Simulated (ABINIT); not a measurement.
# RbBr (Fm-3m): G0W0 with ABINIT, start to end, part 3 of 3

Aim: the G0W0 gap of RbBr (Fm-3m) on PBE, step by step.

ABINIT 10.8.3; PBE and many-body steps on it, plane waves. Known limits of the many-body steps: not at the basis limit; no spin-orbit coupling.

So far. Step 4 (Empty states on the mesh, 4×4×4 mesh, 45 bands): On this mesh the gap is 4.364 eV. Step 5 (Screening, 4×4×4 mesh, 41 bands, screening to 87.1 eV): Local fields lower ε∞ by 17 %.

The database entry behind the starting cell differs from later determinations by our own check (about 0.5 % short), so it need not match the best structure at ambient conditions.

### Step 6. Self-energy, 4×4×4 mesh, 41 bands, screening to 87.1 eV

The self-energy is evaluated for the states that the input lists, and the levels follow from it, in one-shot runs by the linearised quasiparticle equation.

This step: G0W0 on PBE, plane waves, norm-conserving pseudopotentials.

The input, run.abi:

```
acell 3*1.0 Angstrom
rprim 
  0.000000000000 3.427000000000 3.427000000000
  3.427000000000 0.000000000000 3.427000000000
  3.427000000000 3.427000000000 -0.000000000000
ntypat 2
znucl 37 35
natom 2
typat 1 2
xred 
  0.000000000000 0.000000000000 0.000000000000
  0.500000000000 0.500000000000 0.500000000000
pp_dirpath "pseudos"
pseudos "Rb.upf, Br.upf"
ecut 19
ngkpt 4 4 4
nshiftk 1
shiftk 0 0 0
kptopt 1
chksymbreak 0
istwfk *1
occopt 1
irdwfk 1
optdriver 4
nband 41
gwcalctyp 0
ecutsigx 19
symsigma 1
nkptgw 1
kptgw 
  0.0000000000 0.0000000000 0.0000000000
bdgw 
  6 12
ecuteps 3.2
irdscr 1
ppmodel 1
indata_prefix "in"
outdata_prefix "out"
tmpdata_prefix "tmp"
```

Started as:

```console
OMP_NUM_THREADS=1 mpirun -n 4 abinit run.abi > log
```

Numbers of over 12 decimals in the logs are rounded to 6 here.

What it wrote:

```text
.Version 10.8.3 of ABINIT. v10.8.2 released Aug 2026.

 Symmetries : space group Fm -3 m (#225); Bravais cF (face-center cubic)
[... echo of the input left out ...]
== DATASET  1 ==================================================================
-   mpi_nproc: 4, omp_nthreads: 1 (-1 if OMP is not activated)

--- !DatasetInfo
iteration_state: {dtset: 1, }
dimensions: {natom: 2, nkpt: 8, mband: 41, nsppol: 1, nspinor: 1, nspden: 1, mpw: 2180, }
cutoff_energies: {ecut:  19.0, pawecutdg:  -1.0, }
electrons: {nelect:   1.60000000E+01, charge:   0.00000000E+00, occopt:   1.00000000E+00, tsmear:   1.00000000E-02, }

 SIGMA: Calculation of the GW corrections

 Based on a program developped by R.W. Godby, V. Olevano, G. Onida, and L. Reining.
 Incorporated in ABINIT by V. Olevano, G.-M. Rignanese, and M. Torrent.
.Using double precision arithmetic ; gwpc =  8

[... cell and pseudopotentials left out ...]
--------------------------------------------------------------------------------

 ==== K-mesh for the wavefunctions ====
 Number of points in the irreducible wedge :     8
[... list of points left out ...]
 Together with 48 symmetry operations and time-reversal symmetry
 yields    64 points in the full Brillouin Zone.

 ==== Q-mesh for screening function ====
 Number of points in the irreducible wedge :     8
[... list of points left out ...]
 Together with 48 symmetry operations and time-reversal symmetry
 yields    64 points in the full Brillouin Zone.

 vcoul_init : cutoff-mode = AUXILIARY_FUNCTION
 q-points for optical limit:   1
     1)      0.000010    0.000020    0.000030
 setmesh: FFT mesh size selected  =    36x   36x   36
          total number of points  =        46656

 Number of electrons calculated from density =   16.0000; Expected =   16.0000
 average of density, n =  0.029454
 r_s =    2.0087
 omega_plasma =   16.5551 [eV]

 === KS Band Gaps ===
  >>>> For spin  1
   Minimum direct gap =   4.3636 [eV], located at k-point      :   0.0000  0.0000  0.0000
   Fundamental gap    =   4.3636 [eV], Top of valence bands at :   0.0000  0.0000  0.0000
                                       Bottom of conduction at :   0.0000  0.0000  0.0000
 SIGMA fundamental parameters:
 PLASMON POLE MODEL  1
 number of plane-waves for SigmaX                 2109
 number of plane-waves for SigmaC and W            169
 number of plane-waves for wavefunctions          2109
 number of bands                                    41
 number of independent spin polarizations            1
 number of spinorial components                      1
 number of k-points in IBZ                           8
 number of q-points in IBZ                           8
 number of symmetry operations                      48
 number of k-points in BZ                           64
 number of q-points in BZ                           64
 number of frequencies for dSigma/dE                 9
 frequency step for dSigma/dE [eV]                0.25
 number of omega for Sigma on real axis              0
 max omega for Sigma on real axis  [eV]           0.00
 zcut for avoiding poles [eV]                     0.10

 EPSILON^-1 parameters (SCR file):
 dimension of the eps^-1 matrix on file            169
 dimension of the eps^-1 matrix used               169
 number of plane-waves for wavefunctions          2109
 number of bands                                    41
 number of q-points in IBZ                           8
 number of frequencies                               2
 number of real frequencies                          1
 number of imag frequencies                          1

 matrix elements of self-energy operator (all in [eV])

 Perturbative Calculation

--- !SelfEnergy_ee
iteration_state: {dtset: 1, }
kpoint     : [   0.000,    0.000,    0.000, ]
spin       : 1
KS_gap     :    4.364
QP_gap     :    6.491
Delta_QP_KS:    2.128
data: !SigmaeeData |
     Band     E0 <VxcDFT>   SigX SigC(E0)      Z dSigC/dE  Sig(E)    E-E0       E
        6  -1.042 -12.668 -16.491   2.256   0.820  -0.220 -13.953  -1.284  -2.326
        7  -1.042 -12.668 -16.491   2.256   0.820  -0.220 -13.953  -1.284  -2.326
        8  -1.042 -12.668 -16.491   2.256   0.820  -0.220 -13.953  -1.284  -2.326
        9   3.322  -6.375  -2.894  -2.514   0.872  -0.147  -5.532   0.843   4.165
       10   6.243  -7.381  -3.248  -2.457   0.868  -0.152  -5.926   1.455   7.698
       11   6.243  -7.381  -3.248  -2.457   0.868  -0.152  -5.926   1.455   7.698
       12   6.243  -7.381  -3.248  -2.457   0.868  -0.152  -5.926   1.455   7.698

== END DATASET(S) ==============================================================
================================================================================

 -outvars: echo values of variables after computation  --------
           etotal      0.0000000000E+00
            nband          41
             nkpt           8
          spgroup         225
 [... the other variables as echoed above ...]

 Calculation completed.
```

Run time: 3 s. Hardware: 4 MPI ranks of Arm Neoverse V2, shared host; peak memory 0.13 GiB.

Numbers from this step:

```yaml
g0w0_gap_on_the_points_computed: 6.491 eV
starting_gap_on_the_mesh: 4.364 eV
k_of_the_valence_top: 0, 0, 0
k_of_the_conduction_bottom: 0, 0, 0
z_at_the_valence_top: 0.82
z_at_the_conduction_bottom: 0.872
least_direct_g0w0_gap_on_the_computed_points: 6.491 eV
```

The gap on the mesh goes from 4.36 eV to 6.49 eV, a correction of +2.13 eV.

Limits: finite bands, cutoff and mesh; no spin-orbit coupling. v1 is the top filled band, c1 the lowest empty one. The levels before and after the correction (eV, zero at the valence-band top of each column):

|  | conduction bottom | valence top |
| --- | --- | --- |
| Kohn-Sham | 4.36 | 0.00 |
| G0W0 | 6.49 | 0.00 |

|  | level | energy (eV) |
| --- | --- | --- |
| Kohn-Sham | Γ v3-v1 | 0.000 |
| Kohn-Sham | Γ c1 | 4.364 |
| Kohn-Sham | Γ c2-c4 | 7.285 |
| G0W0 | Γ v3-v1 | 0.000 |
| G0W0 | Γ c1 | 6.491 |
| G0W0 | Γ c2-c4 | 10.024 |

### Step 7. Where the time went

Times are wall times on 4 MPI ranks of Arm Neoverse V2, shared host, good to a factor of about two.

| step | time | share | memory (GiB) |
| --- | --- | --- | --- |
| ground state | 4.8 s | 18 % | 0.28 |
| bands along the symmetry lines | 7.3 s | 28 % | 0.27 |
| empty states on the mesh | 5.7 s | 22 % | 0.26 |
| screening | 5.2 s | 20 % | 0.45 |
| self-energy | 3 s | 11 % | 0.13 |

### Step 8. Summary of results

```yaml
pbe_gap: 4.36 eV, direct
g0w0_gap_on_the_mesh: 6.49 eV
gw_settings: 4×4×4 mesh, 41 bands, screening to 87.1 eV, Godby-Needs plasmon pole
known_limits: not at the basis limit; no spin-orbit coupling
```

What this shows: G0W0 moves the gap on the mesh from 4.36 eV to 6.49 eV (+2.13 eV), with Z of 0.82 and 0.87 at the edges. Local fields lower the RPA ε∞ on this mesh from 2.84 to 2.36. Only 1 of the mesh's irreducible points was corrected, so a valley elsewhere could overtake. Bands and cutoff are finite, so the gap is not at the basis limit. The miss can reach some tenths of an eV and take either sign; the mesh is an error of its own. In the G0W0 run levels were corrected at 1 k point alone, so a gap called «on the mesh» is the least over those, and an edge elsewhere would be missed. The many-body steps are scalar-relativistic: spin-orbit coupling is not in them.

[Paths, hosts, dates, memory and timing lines, banners, echoed tables and standing remarks are left out of the program output.]

[Logs are printed without paths, hosts, clocks, repeated set-up lines and the standing remarks that a program may print on its own settings, such as how far it seeks lower states.]

[Runs of the session that timed out or met a known fault of the program may be left out.]

[Hosts, paths, dates, database ids (printed as entryN), source tags and the programs' standing remarks are cut or masked in the printed files.]

[G0W0 gaps are taken among the corrected bands and points alone; a level outside them can change the order at an edge.]

[Where Ansatz stands beside ABINIT at settings called matched, ABINIT's density can come from a denser mesh and the files from another edition; pairs whose starting gaps differed by over 0.03 eV were left out, so agreement reads better than it is.]
